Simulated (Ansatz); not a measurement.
## TiC: do energies and stresses tell the same story?

The calculation used DFT PBE, scalar-relativistic, plane waves, PAW in Ansatz 0.2.0.

Plane waves to 420 eV, a k mesh through Γ of 16×16×16 on the computed 2-atom cell and Gaussian smearing (0.10 eV); no spin polarisation.

Relaxed cell: Fm-3m, a = 4.333 Å, b = 4.333 Å, c = 4.333 Å, α = 90.00°, β = 90.00°, γ = 90.00°, 2 atoms in the primitive cell.

Energies at zero smearing and pressures from the stress tensor, at volumes with shape and atoms relaxed:
| V (Å³/atom) | E − E(first) (meV/atom) | P (GPa) |
| --- | --- | --- |
| 8.948 | 0.00 | 41.33 |
| 9.253 | -66.16 | 28.54 |
| 9.558 | -109.76 | 17.56 |
| 9.863 | -133.98 | 8.13 |
| 10.168 | -141.53 | 0.02 |
| 10.473 | -134.75 | -6.95 |
| 10.778 | -115.64 | -12.96 |
| 11.184 | -73.94 | -19.67 |

Q: Check P = −dE/dV between neighbouring volumes, and get the bulk modulus from the pressures alone.

A: With 1 eV/Å³ = 160.2 GPa:
```csv
middle V (Å³/atom),−ΔE/ΔV (GPa),mean P (GPa)
9.100,34.753,34.933
9.405,22.897,23.053
9.710,12.721,12.849
10.015,3.969,4.079
10.320,-3.561,-3.464
10.625,-10.037,-9.955
10.981,-16.427,-16.313
```

The two differ by 0.18 GPa at most. The mean of two end pressures misses the average over a step by about ΔV² P″/12, up to 0.16 GPa here; with that taken off 0.02 GPa remains. Around V = 10.168 Å³/atom, the two neighbours give B = −V ΔP/ΔV = 10.168 × 15.09 / 0.610 = 251.4 GPa, against B0 = 250.2 GPa from the Birch–Murnaghan fit of the energies.